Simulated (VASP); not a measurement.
The system is BN.

```
CELL_PARAMETERS angstrom
2.49824 0.00000 0.00000
-1.24912 2.16354 0.00000
0.00000 0.00000 6.63570
ATOMIC_POSITIONS crystal
N 0.66667 0.33333 0.25000
N 0.33333 0.66667 0.75000
B 0.66667 0.33333 0.75000
B 0.33333 0.66667 0.25000
```

Program: VASP 6.6.1. Alike in all runs: no spin polarisation; cell as given; k mesh 12 × 12 × 4.

Task: Order these runs on this cell by their pressure, lowest first.
A. level PBEsol; potentials or basis VASP PAW PBE potentials, release 64 (N, B); cutoff (eV) 520; smearing fermi-dirac 0.05 eV; ladder free
B. level RPBE; potentials or basis VASP PAW PBE potentials, release 64 (N_GW, B_GW); cutoff (eV) 550; smearing gaussian 0.05 eV
C. level PBE; potentials or basis VASP PAW PBE potentials, release 64 (N, B); cutoff (eV) 520; smearing gaussian 0.02 eV

Result: A (2.5 GPa), C (5.2 GPa), B (8.5 GPa).

Caveats: this functional lacks dispersion, which binds the layers, so the pressure and a relaxed spacing across them are unreliable; the PAW data sets were made with another functional, which shifts forces and pressure a little (some runs).

Not every run made on this cell is shown here.
